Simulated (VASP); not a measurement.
# MoP (P-6m2) in VASP: notebook, part 2 of 2

VASP 6.6.1. Earlier steps stand in the parts before.

**4. Relaxation of shape and atoms at fixed volume, r2SCAN (a relaxed cell with its volume scaled by 0.98)**

Contents of INCAR:

```
PREC = Accurate
ENCUT = 600
EDIFF = 1E-7
ISMEAR = 1
SIGMA = 0.1
LREAL = F
LASPH = T
NELM = 80
ALGO = Normal
ISIF = 4
LWAVE = F
LCHARG = F
METAGGA = R2SCAN
LMIXTAU = T
IBRION = 2
NSW = 40
EDIFFG = -0.01
```

Contents of KPOINTS:

```
regular mesh
0
Gamma
  15 15 11
```

Contents of POSCAR:

```
MoP                                     
1.0
    3.2150185597      0.0000000000      0.0000000000
   -1.6075092798      2.7842877464     -0.0000000000
    0.0000000000      0.0000000000      3.1603709035
  Mo              P             
     1     1
Direct
     0.0000000000000000    0.0000000000000000    0.0000000000000000
     0.3333333332999970    0.6666666667000030    0.5000000000000000
```

Potentials or basis: VASP PAW PBE potentials, release 64 (Mo_sv, P).

Started as:

```console
cat potpaw_PBE.64/Mo_sv/POTCAR potpaw_PBE.64/P/POTCAR > POTCAR
mpirun -np 1 vasp_std > vasp.out
```

OUTCAR:

```text
PREC = Accurate
   ENCUT = 600
   EDIFF = 1E-7
   ISMEAR = 1
   LREAL = F
   LASPH = T
   NELM = 80
   ISIF = 4
   METAGGA = R2SCAN
   IBRION = 2
   NSW = 40
   EDIFFG = -0.01

 ion  position               nearest neighbor table
   1  0.000  0.000  0.000-   2 2.44   2 2.44   2 2.44   2 2.44   2 2.44   2 2.44
   2  0.333  0.667  0.500-   1 2.44   1 2.44   1 2.44   1 2.44   1 2.44   1 2.44

  LATTYP: Found a hexagonal cell.
 ALAT       =     3.2150185597
 C/A-ratio  =     0.9830023824

  Lattice vectors:

 A1 = (   3.2150185597,   0.0000000000,   0.0000000000)
 A2 = (  -1.6075092798,   2.7842877464,   0.0000000000)
 A3 = (   0.0000000000,   0.0000000000,   3.1603709035)

Analysis of symmetry for initial positions (statically):
=====================================================================
 Subroutine PRICEL returns:
 Original cell was already a primitive cell.

 Routine SETGRP: Setting up the symmetry group for a
 hexagonal supercell.

 Subroutine GETGRP returns: Found 12 space group operations
 (whereof 12 operations were pure point group operations)
 out of a pool of 24 trial point group operations.

The static configuration has the point symmetry D_3h.

Analysis of symmetry for dynamics (positions and initial velocities):
=====================================================================
 Subroutine PRICEL returns:
 Original cell was already a primitive cell.

 Routine SETGRP: Setting up the symmetry group for a
 hexagonal supercell.

 Subroutine GETGRP returns: Found 12 space group operations
 (whereof 12 operations were pure point group operations)
 out of a pool of 24 trial point group operations.

The dynamic configuration has the point symmetry D_3h.
[... 129 lines left out ...]
   LRPA    =     F    only Hartree local field effects (RPA)
 conjugate gradient relaxation of ions
 non-spin polarized calculation
 Methfessel and Paxton  Order N= 1 SIGMA  =   0.10
  energy-cutoff  :      600.00
  volume of cell :       28.29
 maximum number of plane-waves:       960
 NGX is ok and might be reduce to    28
   NGX = 13   NGY = 13   NGZ = 13

--------------------------------------- Ionic step        1  -------------------------------------------

 number of electron      19.0000000 magnetization

 Free energy of the ion-electron system (eV)
  ---------------------------------------------------
  ext. energy  EPLUGINS =         0.00000000
  ---------------------------------------------------
  free energy    TOTEN  =       -36.44999181 eV

  energy without entropy =      -36.44947440  energy(sigma->0) =      -36.44981934

------------------------ aborting loop because EDIFF is reached ----------------------------------------

  FORCE on cell =-STRESS in cart. coord.  units (eV):
  Direction    XX          YY          ZZ          XY          YZ          ZX
  --------------------------------------------------------------------------------------
  -------------------------------------------------------------------------------------
  Total        0.7918491      0.7918491      1.0126786      0.0000000     -0.0000000      0.0000000
  in kB       44.8453428     44.8453428     57.3517362      0.0000000     -0.0000000      0.0000000
  external PRESSURE =      49.0141406 kB  Pullay stress =       0.0000000 kB
[... 59 lines left out ...]
--------------------------------------- Ionic step        3  -------------------------------------------

 number of electron      18.9999999 magnetization

 Free energy of the ion-electron system (eV)
  ---------------------------------------------------
  ext. energy  EPLUGINS =         0.00000000
  ---------------------------------------------------
  free energy    TOTEN  =       -36.45025848 eV

  energy without entropy =      -36.44980537  energy(sigma->0) =      -36.45010745

 E-fermi :  12.1670     XC(G=0): -13.6116

 val. band max:       12.1589715104   @ k =   0.1333   0.0667   0.0000
 cond. band min:      12.1676100064   @ k =   0.4000   0.1333   0.0909
 fundamental gap:      0.0086384959
 Fermi energy:        12.1670485141

 k-point     1 :       0.0000    0.0000    0.0000
  band No.  band energies     occupation
      1     -50.9808      2.00000
      2     -24.4039      2.00000
      3     -24.1999      2.00000
      4     -24.1999      2.00000
      5      -2.5994      2.00000
      6       7.7759      2.00000
      7       8.5737      2.00000
      8       8.5737      2.00000
      9      11.3840      2.00000
     10      12.4133     -0.00274
     11      12.4133     -0.00274
     12      16.5653      0.00000
     13      16.5653      0.00000
[... 354 lines left out ...]
  band No.  band energies     occupation
      1     -50.9385      2.00000
      2     -24.5466      2.00000
      3     -24.3744      2.00000
      4     -24.3455      2.00000
      5       0.4775      2.00000
      6       4.8469      2.00000
      7       7.2971      2.00000
      8       8.0247      2.00000
      9      10.8622      2.00000
     10      11.3017      2.00000
     11      13.1458     -0.00000
     12      14.0102     -0.00000
     13      18.6209      0.00000

 [... further k-points ...]
[... 5 lines left out ...]
  --------------------------------------------------------------------------------------
  -------------------------------------------------------------------------------------
  Total        0.8341121      0.8341121      0.8439649      0.0000000     -0.0000000      0.0000000
  in kB       47.2388551     47.2388551     47.7968553      0.0000000     -0.0000000      0.0000000
  external PRESSURE =      47.4248552 kB  Pullay stress =       0.0000000 kB
[... 17 lines left out ...]
  FREE ENERGIE OF THE ION-ELECTRON SYSTEM (eV)
  ---------------------------------------------------
  free  energy   TOTEN  =       -36.4502584848 eV

  energy  without entropy=      -36.4498053705  energy(sigma->0) =      -36.45010745

 reached required accuracy - stopping structural energy minimisation
```

Wall time 7.1 min (1 thread of Intel Xeon Platinum 8488C (Sapphire Rapids), shared host); peak memory 0.22 GiB.

Results:

```yaml
Free_energy: -36.4503 eV
Energy_gained_by_relaxing: 0.1 meV/atom
Ionic_steps: 3
Pressure_after_relaxing: 4.7 GPa
Band_gap_on_the_k_mesh: none (metal or under the smearing width)
```

The path:
```tsv
step	energy change (eV)	largest force (eV/Å)	pressure (GPa)
1	0.0000	0.0000	4.90
2	-0.0002	0.0000	4.68
3	-0.0003	0.0000	4.74
```

Final structure:
```xyz
2
Lattice="3.2109 0.0000 0.0000 -1.6055 2.7807 0.0000 0.0000 0.0000 3.1685" Properties=species:S:1:pos:R:3 pbc="T T T"
Mo   -1.6055    2.7807    3.1685
P     0.0000    1.8538    1.5842
```

Caveat: the PAW data sets were made with another functional, which shifts forces and pressure a little.

**5. The runs side by side**

```tsv
cell	gap on the mesh (eV)	pressure (GPa)
atoms relaxed at fixed volume from: a relaxed cell with its volume scaled by 0.94	none	15.9
atoms relaxed at fixed volume from: a relaxed cell with its volume scaled by 0.96	none	10.0
atoms relaxed at fixed volume from: a relaxed cell with its volume scaled by 0.98	none	4.7
```

Alike in all rows: task relaxation of shape and atoms at fixed volume; level r2SCAN; potentials or basis VASP PAW PBE potentials, release 64 (Mo_sv, P); no spin polarisation; k mesh 15 × 15 × 11; cutoff (eV) 600; smearing methfessel-paxton 0.1 eV.

Caveats: the PAW data sets were made with another functional, which shifts forces and pressure a little.

Total energies depend on the potentials used, so only differences within one code and one set of settings carry meaning.
